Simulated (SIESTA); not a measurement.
## AgI in SIESTA: the effect of functional

Slab: AgI, a slab with vacuum.

```xyz
6
Lattice="4.6556 0.0000 0.0000 2.1923 4.1071 0.0000 0.0000 0.0000 23.6224" Properties=species:S:1:pos:R:3 pbc="T T T"
Ag    0.1355    0.0813    7.5000
I     2.4633    1.4774    8.4580
Ag    2.5988    1.5586   11.3322
I     4.9266    2.9547   12.2902
Ag    5.0620    3.0360   15.1644
I     0.5419    0.3250   16.1224
```

Alike in all runs:

| Item | Value |
| --- | --- |
| Program | SIESTA 5.4.2 |
| Task | single point |
| Basis | DZP (energy shift 0.003 Ry; two zetas on semicore shells) |
| Grid cutoff | 800 Ry |
| Energy shift | 0.003 Ry |
| k mesh | 7 × 7 × 1 |
| Occupations | fermi-dirac, width 0.05 eV |
| Spin | no spin polarisation |

| functional | potentials or basis | largest force (eV/Å) |
| --- | --- | --- |
| LDA | PseudoDojo 0.4 standard (LDA files) | ? |
| PBEsol | PseudoDojo 0.4 standard (PBEsol files) | 0.66 |
| AM05 | PseudoDojo 0.4 standard (PBEsol files) | 0.64 |
| WC | PseudoDojo 0.4 standard (PBEsol files) | 0.66 |
| PW91 | PseudoDojo 0.4 standard (PBE files) | 0.64 |
| revPBE | PseudoDojo 0.4 standard (PBE files) | 0.67 |
| RPBE | PseudoDojo 0.4 standard (PBE files) | 0.67 |
| BLYP | PseudoDojo 0.4 standard (PBE files) | 0.70 |

**Question.** What does the run with functional LDA give?

**Answer.** Largest force 0.83 eV/Å.

Caveats: the potentials were made for another functional, which shifts forces and pressure (some runs).

Runs at the PBE level aren't shown here.
